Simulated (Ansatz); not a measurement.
Equation of state of AgBr from a dense series

```xyz
2
Lattice="0.0000 2.8861 2.8861 2.8861 0.0000 2.8861 2.8861 2.8861 0.0000" Properties=species:S:1:pos:R:3 pbc="T T T"
Ag    2.8861    2.8861    2.8861
Br    0.0000    0.0000    0.0000
```

Atom numbers follow the list: Ag1, Br2.

The cell is COD entry 9011682, as deposited and not checked against the literature; nothing was relaxed.

The calculation used DFT, PBEsol, all-electron LAPW, scalar-relativistic (Ansatz 0.2.0).

The runs use a Γ-centred 7×7×7 k mesh, Fermi–Dirac smearing of 0.02 eV, basis error target 0.5 meV/atom, no spin polarisation.

The cell is scaled evenly. Fractional coordinates are held (clamped ions).

```json
{"V (Å³/atom)": "22.596", "P (GPa)": "0.58"}
{"V (Å³/atom)": "23.077", "P (GPa)": "-0.52"}
{"V (Å³/atom)": "23.558", "P (GPa)": "-1.49"}
{"V (Å³/atom)": "23.798", "P (GPa)": "-1.92"}
{"V (Å³/atom)": "24.039", "P (GPa)": "-2.33"}
{"V (Å³/atom)": "24.279", "P (GPa)": "-2.71"}
{"V (Å³/atom)": "24.520", "P (GPa)": "-3.06"}
{"V (Å³/atom)": "25.481", "P (GPa)": "-4.26"}
```

Q: Fit a third-order Birch–Murnaghan curve to the pressures.

A: P = (3B0/2)(y^(7/2) − y^(5/2))[1 + (3/4)(B0′ − 4)(y − 1)] with y = (V0/V)^(2/3) fits within 0.01 GPa for V0 = 22.841 Å³/atom, B0 = 52.3 GPa and B0′ = 5.40.

Q: Predict the pressure at the withheld volume, 25.000 Å³/atom.

A: There y = 0.9416, so the fit gives -3.70 GPa; the run gave -3.70 GPa.
